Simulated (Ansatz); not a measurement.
# InAs (F-43m) in Ansatz: reference runs

How does InAs come out in PBEsol? The cell is run as given.

All numbers are computed with Ansatz 0.2.0; they aren't measurements. Logs are shortened: lines on timing, memory, paths and dates and some standing lists are left out, and cuts for length are marked.

**The experiment to reproduce.**

From a printed reference work, data compilation, for a bulk crystal of InAs at 4.2 K: band gap 0.418 eV (direct).

How close the calculation comes is told below.

## (1) Starting point

It takes space group F-43m (No. 216, cubic). The conventional cell has a = 6.036 Å, b = 6.036 Å, c = 6.036 Å, α = 90.00°, β = 90.00°, γ = 90.00°. In (site symmetry -43m) is surrounded by 4 As at 2.61 Å. As (site symmetry -43m) has 4 In at 2.61 Å as nearest neighbours.

## (2) Single point, PBEsol

File input.yaml:

```yaml
crystal:
  lattice:
    - [0.0, 3.018, 3.018]
    - [3.018, 0.0, 3.018]
    - [3.018, 3.018, 0.0]
  atoms:
    - { symbol: In, position: [0.0, 0.0, 0.0] }
    - { symbol: As, position: [0.75, 0.75, 0.75] }
kpoints:
  mp_grid: { grid: [8, 8, 8] }
scf:
  occupations: { method: fermi_dirac, width: 0.05 }
hamiltonian:
  xc: pbesol
  pseudopotentials: { kind: all_electron, lapw: { basis_error: 0.001 } }
output:
  forces: true
  stress: true
  eigenvalues: true
  populations: true
```

Potentials or basis: all-electron LAPW, scalar-relativistic.

Run with:

```console
$ ansatz run input.yaml --threads 1 --pin off --max-ram 3072MiB --backend cpu --events-out ev --progress --plain --runs-dir out
```

The log of the run:

```text
Warning: RAYON_NUM_THREADS=1 ignored (pool sized by the plan → 1); use --threads N
In: projections on atomic orbitals take those of the free atom 1s2 2s2 2p6 3s2 3p6 3d10 4s2 4p6 4d10 5s2 5p1, of charge +0.00 (hamiltonian.pseudopotentials.projection_atoms)
As: projections on atomic orbitals take those of the free atom 1s2 2s2 2p6 3s2 3p6 3d10 4s2 4p3, of charge +0.00 (hamiltonian.pseudopotentials.projection_atoms)
LAPW: plane waves up to 8.620 Å⁻¹, error target 1.0e-3 eV per atom; small_component_spin mean_spin; As in spheres of 1.266 Å, 23 of its electrons in bands, Dirac shells []; In in spheres of 1.348 Å, 21 of its electrons in bands, Dirac shells [] (how accurate: hamiltonian.pseudopotentials.lapw.basis_error, Limitations)
Engine: ansatz 0.2.0, x86_64-unknown-linux-gnu
Pseudopotentials: kind: all_electron
Pseudopotential: In, LAPW, valence charge 21, lapw/all_electron/scalar/gaussian/In, Koelling and Harmon's equation, gaussian nucleus
Pseudopotential: As, LAPW, valence charge 23, lapw/all_electron/scalar/gaussian/As, Koelling and Harmon's equation, gaussian nucleus
Functional definition: PBEsol
  exchange = pbesol_x
  correlation = pbesol_c
Crystal: 2 atoms, lattice volume = 54.978 Å³
Basis set: ecut = 283.1196097783283 eV, 609 PW (Γ), exchange–correlation at level 2
Bands: 27, of which v1, the nominal top of the filled ones, is band 22 counted from 1 (21 counted from 0)
Symmetry: 24 space group operations
Space group: F-43m (ITA 216), of the structure as read, at distance tolerance 3.8e-5 Å
k-points: 29 of 512 (time reversal used)
Non-local potential: In, projectors of the file, none
Non-local potential: As, projectors of the file, none
Initial density: superposition of atomic densities (chi_scale 0.1, normalization cell, long waves kept (reshape's long-wave potential 0.00 eV rms))
Initial wavefunctions: plane waves of lowest kinetic energy (no species holds an atomic orbital)
Functional: x = pbesol(κ = 0.804, μ = 0.12345679012345678), c = pbesol(β = 0.046)
iter 1 solved again at ethr=1.81e-3 eV; its pass at ethr=1.00e-1 eV (dr2=7.96e-1 eV) is discarded
SCF iter   1: F=—  HF=-221455.054198 eV  |F-HF|=—  |Δ(HF+E_count)|=         —  Δρ=2.83e-2  dr2=7.97e-1  ethr=1.81e-3  ⟨swp⟩=2.0  Hψ=4981  notcnv=0
preconditioner: auto → Kerker (q_TF=auto, 2.629 Å⁻¹)  [metal: Δε(μ)=0.096 eV  Ē_g=15.049 eV  σ=0.050 eV  W_gap=0.38  n_scr=14 (ndim 8)  ℏωp=21.2 eV  f_vac=0.130  D(μ)=0.05/eV (n_scr^D=0)]
SCF iter   2: F=—  HF=-221454.860049 eV  |F-HF|=—  |Δ(HF+E_count)|=   1.94e-1  Δρ=1.78e-2  dr2=3.28e-1  ethr=1.81e-3  ⟨swp⟩=2.0  Hψ=2343  notcnv=0
preconditioner: auto → none  [insulator: Δε(μ)=1.117 eV  Ē_g=15.385 eV  σ=0.050 eV  W_gap=0.75  n_scr=14 (ndim 8)  ℏωp=21.2 eV  f_vac=0.144  D(μ)=0.06/eV (n_scr^D=0)  ε∞_Penn≈2.9]
iter 3 solved again at ethr=7.58e-6 eV; its pass at ethr=7.45e-4 eV (dr2=3.33e-3 eV) is discarded
SCF iter   3: F=—  HF=-221454.780655 eV  |F-HF|=—  |Δ(HF+E_count)|=   7.94e-2  Δρ=3.07e-3  dr2=3.34e-3  ethr=7.58e-6  ⟨swp⟩=2.0  Hψ=3955  notcnv=0
SCF iter   4: F=—  HF=-221454.777514 eV  |F-HF|=—  |Δ(HF+E_count)|=         —  Δρ=1.12e-3  dr2=8.72e-4  ethr=7.58e-6  ⟨swp⟩=2.9  Hψ=2304  notcnv=0
the basis was enlarged: its passes take 118.3 KiB over the memory plan, 1 of 1 planned eigensolver slots
SCF iter   5: F=—  HF=-221454.776486 eV  |F-HF|=—  |Δ(HF+E_count)|=   1.03e-3  Δρ=2.58e-4  dr2=2.99e-5  ethr=1.98e-6  ⟨swp⟩=2.9  Hψ=2231  notcnv=0
SCF iter   6: F=—  HF=-221454.776455 eV  |F-HF|=—  |Δ(HF+E_count)|=   3.06e-5  Δρ=9.84e-5  dr2=7.65e-6  ethr=6.78e-8  ⟨swp⟩=2.8  Hψ=2218  notcnv=0
SCF iter   7: F=—  HF=-221454.776451 eV  |F-HF|=—  |Δ(HF+E_count)|=   3.71e-6  Δρ=2.06e-5  dr2=2.01e-7  ethr=1.74e-8  ⟨swp⟩=2.9  Hψ=2227  notcnv=0
SCF iter   8: F=-221454.776452 eV  HF=-221454.776452 eV  |F-HF|=4.95e-9  |Δ(HF+E_count)|=   3.60e-7  Δρ=2.29e-6  dr2=3.40e-9  ethr=4.56e-10  ⟨swp⟩=3.0  Hψ=2304  notcnv=0
SCF 1 converged in 8 iterations: F = -221454.776452 eV  dr2 = 3.40e-9
SCF converged after 8 iterations
Free energy (F): -221454.776452 eV
Harris-Foulkes:  -221454.776452 eV  (|F-HF|=4.95e-9)
Internal energy: -221454.775915 eV  (E = F + TS)
E sigma→0 (E₀):  -221454.776183 eV
Entropy (-TS):   -0.000537 eV (-0.269 meV/atom)
Fermi energy:    9.655515 eV
--- Per-component energies (eV) ---
  E_band       = -1915.444150
  E_kinetic    = 230745.829198
  E_xc         = -6518.366941
  E_electrostatic = -445682.238172  (all electrons and nuclei)
  E_smearing   = -0.000537  (= −TS)
  E_closure    = 0.000000  (closes the sum)
  E_atoms      = -221446.320134  (free atoms, spherical and without spin; not in F)
  Σ components = -221454.776452   (vs F -221454.776452, Δ=0.00e0)
  Basis errors (estimates in eV, not in F): energy 4.4e-4 per atom: plane waves 4.0e-4 (2.3e-4 summed), levels above the bands 8.9e-75, relativity 1.6e-8, radial functions 4.2e-5, core shells 4.1e-7; eigenvalues (radial functions only) 1.2e-6; not estimated: angular momenta, meshes, grids; target (lapw.basis_error) 1.0e-3; muffin-tin radii As 1.266 Å, In 1.348 Å
--- Forces (eV/Å), atoms counted from 1 ---
  atom   1  In     0.00000000    -0.00000000     0.00000000
  atom   2  As    -0.00000000     0.00000000    -0.00000000
  max |Σ_I F_I| component: 1.39e-17 eV/Å
--- Stress (GPa, compression-positive) ---
        1.522364      -0.000000      -0.000000
       -0.000000       1.522364       0.000000
       -0.000000       0.000000       1.522364
  P = ⅓ Tr σ = 1.5224 GPa (15.224 kbar)
--- Band table (eV; the first three rows and the last of 29) ---
  k-point 0: bands = ["-174.5923", "-118.1529", "-118.1529", "-118.1529", "-105.4208", "-63.9476", "-63.9476", "-63.9476", "-25.4079", "-25.4079", "-25.4079", "-25.3998", "-25.3998", "-4.7428", "-4.7428", "-4.7428", "-4.6120", "-4.6120", "-2.3196", "9.3480", "9.6084", "9.6084", "9.6084", "13.4783", "13.4783", "13.4783", "16.9651"]
  k-point 1: bands = ["-174.5923", "-118.1529", "-118.1529", "-118.1529", "-105.4208", "-63.9477", "-63.9476", "-63.9476", "-25.4079", "-25.4078", "-25.4078", "-25.3997", "-25.3997", "-4.7644", "-4.7367", "-4.7367", "-4.6122", "-4.6122", "-2.1550", "7.6879", "9.4125", "9.4125", "10.6702", "13.6171", "13.7625", "13.7625", "17.8185"]
  k-point 2: bands = ["-174.5923", "-118.1529", "-118.1529", "-118.1529", "-105.4208", "-63.9477", "-63.9477", "-63.9477", "-25.4079", "-25.4078", "-25.4078", "-25.3997", "-25.3997", "-4.8127", "-4.7236", "-4.7236", "-4.6110", "-4.6110", "-1.7047", "5.8649", "9.0280", "9.0280", "10.7959", "14.1980", "14.1980", "14.7082", "17.8284"]
  k-point 28: bands = ["-174.5923", "-118.1529", "-118.1529", "-118.1529", "-105.4208", "-63.9477", "-63.9477", "-63.9477", "-25.4079", "-25.4079", "-25.4074", "-25.3997", "-25.3994", "-4.9106", "-4.6909", "-4.6659", "-4.6285", "-4.6039", "-0.2165", "3.8573", "6.6035", "6.6820", "13.8149", "13.8233", "14.5534", "15.5965", "19.4042"]
--- Löwdin populations: 2 sites ---
  site symbol       q [e]
     0     In     48.7925
     1     As     33.1741
  spilling = 0.000407 (of n_electrons = 82.000000)
```

populations.tsv:

```text
# site	symbol	l	j	q
# orbitals = lowdin
# n_electrons = 82.000000
# spilling = 0.000407
# projection_atom_In: 1s2 2s2 2p6 3s2 3p6 3d10 4s2 4p6 4d10 5s2 5p1
# projection_atom_As: 1s2 2s2 2p6 3s2 3p6 3d10 4s2 4p3
0	In	0_1S	-	1.999999
0	In	0_2S	-	1.999942
0	In	0_3S	-	1.999083
0	In	0_4S	-	1.986920
0	In	0_5S	-	1.084108
0	In	1_2P	-	5.999999
0	In	1_3P	-	5.999943
0	In	1_4P	-	5.993699
0	In	1_5P	-	1.748008
0	In	2_3D	-	9.999997
0	In	2_4D	-	9.980760
1	As	0_1S	-	1.999987
1	As	0_2S	-	1.999357
1	As	0_3S	-	1.986579
1	As	0_4S	-	1.504505
1	As	1_2P	-	5.999990
1	As	1_3P	-	5.997483
1	As	1_4P	-	3.688161
1	As	2_3D	-	9.998086
```

It took 39 s on 1 thread of Intel Xeon at 2.50GHz (Skylake/Cascade Lake), shared host; peak memory 0.32 GiB.

Results:

* Free energy: -221454.7765 eV
* Pressure: 1.5 GPa
* Band gap on the k mesh: none (metal or under the smearing width)
* Loewdin charges: In +0.21; As -0.17 e

Caveat: this crystal is a semiconductor, whose small gap the functional closes, so the metal is an error of the method.

## (3) Against experiment

Step 2. A measured gap of InAs is 0.418 eV (direct; 4.2 K; a printed reference work, data compilation); the calculated 0.00 eV misses it by -0.42 eV. Spin-orbit coupling on As, In is left out. The value is that of PBEsol on a finite k mesh, which can miss the band edges, without temperature or zero-point motion. Semilocal functionals fall short of measured gaps as a rule.
